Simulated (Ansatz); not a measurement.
Crystal: NaH.

```
Na H
1.0
     0.00000    2.44000    2.44000
     2.44000    0.00000    2.44000
     2.44000    2.44000    0.00000
Na H
1 1
Direct
  0.00000 0.00000 0.00000
  0.50000 0.50000 0.50000
```

Base run:

- Program: Ansatz 0.2.0
- Functional: HSE06
- Potentials or basis: all-electron PAW datasets made for the crystal
- Cutoff: 180 eV (chosen from the basis error)
- k mesh: 6 × 6 × 6
- Occupations: fermi-dirac, width 0.05 eV
- Spin: no spin polarisation

Its results: band gap on the k mesh 4.79 eV, indirect (least direct gap 5.68 eV); pressure -1.0 GPa.

Task: The run is repeated on the same cell with these changes: functional from HSE06 to PBEsol; cutoff from 180 eV (chosen from the basis error) to 160 eV (chosen from the basis error). What comes out?

Result: Band gap on the k mesh 3.57 eV, indirect (least direct gap 4.40 eV); pressure -1.2 GPa.

HSE06 gives the wider gap, since exact exchange removes part of the self-interaction.

A k mesh can miss the band edges.
